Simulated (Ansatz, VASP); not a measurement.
# SrO: VASP beside Ansatz

File INCAR:

```
PREC = Accurate
ENCUT = 600
EDIFF = 1E-6
ISMEAR = -1
SIGMA = 0.05
LREAL = False
LASPH = True
NELM = 100
ALGO = Normal
ISIF = 3
LWAVE = False
LCHARG = False
GGA = PS
IVDW = 13
IBRION = 2
NSW = 60
EDIFFG = -0.01
```

Contents of KPOINTS:

```
Automatic mesh
0
Gamma
  9 9 9
```

POSCAR

```
SrO
1.0
    0.0000000000      2.5663000000      2.5663000000
    2.5663000000      0.0000000000      2.5663000000
    2.5663000000      2.5663000000      0.0000000000
Sr O
1 1
Direct
    0.5000000000      0.5000000000      0.5000000000
    0.0000000000      0.0000000000      0.0000000000
```

File input.yaml:

```yaml
crystal:
  lattice:
    - [0.0, 2.5663, 2.5663]
    - [2.5663, 0.0, 2.5663]
    - [2.5663, 2.5663, 0.0]
  atoms:
    - { symbol: Sr, position: [0.5, 0.5, 0.5] }
    - { symbol: O, position: [0.0, 0.0, 0.0] }
hamiltonian:
  xc: pbesol
  pseudopotentials: { kind: paw }
  dispersion: d4
kpoints:
  mp_grid: { grid: [9, 9, 9] }
scf:
  occupations: { method: fermi_dirac, width: 0.05 }
output:
  forces: true
  stress: true
  write_density: true
  write_potential: true
  elf: true
  volumetric_format: npy
relax:
  f_tol: 0.01
  max_steps: 40
  cell: { stress_tol: 0.05 }
```

Alike in both runs: task relaxation of cell and atoms; functional PBEsol; dispersion D4; k mesh 9 × 9 × 9; occupations fermi-dirac, width 0.05 eV; no spin polarisation.

|  | VASP | Ansatz |
| --- | --- | --- |
| version | VASP 6.6.1 | Ansatz 0.2.0 |
| potentials or method | VASP PAW PBE potentials, release 64 (Sr_sv, O) | Ansatz PAW |
| plane-wave cutoff (eV) | 600 | 420 |
| valence electrons in the cell | 16 | 16 |

|  | VASP | Ansatz | Ansatz less VASP |
| --- | --- | --- | --- |
| gap on the k mesh at the Fermi level, each at its own relaxed structure (eV) | 3.20 | 3.25 | +0.044 |
| relaxed volume (Å³/atom) | 16.72 | 16.62 | -0.100 |
| relaxed cell length with the largest relative difference (Å) | 3.616 | 3.609 | -0.0072 |
| energy change over the relaxation (meV/atom) | -1 | -1 | -0.8 |

Caveats: the PAW data sets were made with another functional, which shifts forces and pressure a little (VASP); an odd mesh through Γ misses points on the zone boundary, where band edges often lie (VASP); odd divisions of the mesh miss points on the zone boundary, where band edges often lie, so the gap on the mesh can be too wide (Ansatz); the plane-wave basis is chosen anew once the cell has moved, so the energies of steps on either side of that aren't comparable (Ansatz); the pressure holds a Pulay correction of +0.4 GPa for the finite cutoff (Ansatz); the PAW data sets come from PBE, with cores solved anew for the run's functional, which leaves a small shift of forces and pressure (Ansatz).
